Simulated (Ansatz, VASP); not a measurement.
**Al: VASP beside Ansatz**

```
Al
1.0
    -1.59122    1.59122    1.59122
     1.59122   -1.59122    1.59122
     1.59122    1.59122   -1.59122
Al
1
Direct
  0.00000 0.00000 0.00000
```

This isn't the form of Al at room conditions, which is fcc.

Alike in both runs: task relaxation of cell and atoms; functional PBEsol; k mesh 18 × 18 × 18; occupations gaussian, width 0.1 eV; no spin polarisation.

|  | VASP | Ansatz |
| --- | --- | --- |
| version | VASP 6.6.1 | Ansatz 0.2.0 |
| potentials or method | VASP PAW PBE potentials, release 64 (Al) | scalar-relativistic, plane waves, PAW |
| plane-wave cutoff (eV) | 600 | 420 |
| valence electrons in the cell | 3 | 3 |

|  | VASP | Ansatz | Ansatz less VASP |
| --- | --- | --- | --- |
| gap on the k mesh at the Fermi level, each at its own relaxed structure (eV) | none | none | - |
| relaxed volume (Å³/atom) | 16.61 | 16.58 | -0.022 |
| relaxed cell length with the largest relative difference (Å) | 2.784 | 2.782 | -0.0013 |
| energy change over the relaxation (meV/atom) | -3 | -3 | +0.2 |

A gap of «none» marks a metal or a gap that the smearing closes.

Caveats: the PAW data sets were made with another functional, which shifts forces and pressure a little (VASP).
